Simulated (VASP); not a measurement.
Wanted: the native input for a VASP 6.6.1 run.

| Property | Result |
| --- | --- |
| Task | single point |
| Functional | PBE |
| Potentials or basis | VASP PAW PBE potentials, release 64 (La) |
| Cutoff | 520 eV |
| k mesh | 9 × 9 × 9 |
| Occupations | fermi-dirac, width 0.05 eV |
| Spin | no spin polarisation |
| Further INCAR settings | ALGO = Normal; EDIFF = 1e-07; NBANDS = 12 |

The structure of La lies in POSCAR:

```
La
1.0
    0.0000000000      2.6455000000      2.6455000000
    2.6455000000      0.0000000000      2.6455000000
    2.6455000000      2.6455000000      0.0000000000
La
1
Direct
    0.0000000000      0.0000000000      0.0000000000
```

This isn't the form of La at room conditions, which is double hcp.

One way to write it, as run:

INCAR

```
SYSTEM = La
  PREC = Accurate
  ENCUT = 520
  EDIFF = 1E-7
  ISMEAR = -1
  SIGMA = 0.05
  LREAL = .False.
  LASPH = .True.
  NELM = 100
  ALGO = Normal
  ISIF = 2
  LWAVE = .False.
  LCHARG = .False.
  GGA = PE
  NBANDS = 12
```

KPOINTS

```
regular mesh
0
Gamma
  9 9 9
  0 0 0
```

Potentials or basis: VASP PAW PBE potentials, release 64 (La).

Run with:

```bash
$ cat potpaw_PBE.64/La/POTCAR > POTCAR
$ mpirun -np 1 vasp_std > vasp.out
```

Results of the run:

```json
{"Pressure": "0.0 GPa", "Band gap on the k mesh": "none (metal or under the smearing width)"}
```

Wall time 19 s on 1 thread of Intel(R) Xeon(R) Platinum 8559C (Emerald Rapids), on a shared host, peak memory 0.17 GiB.
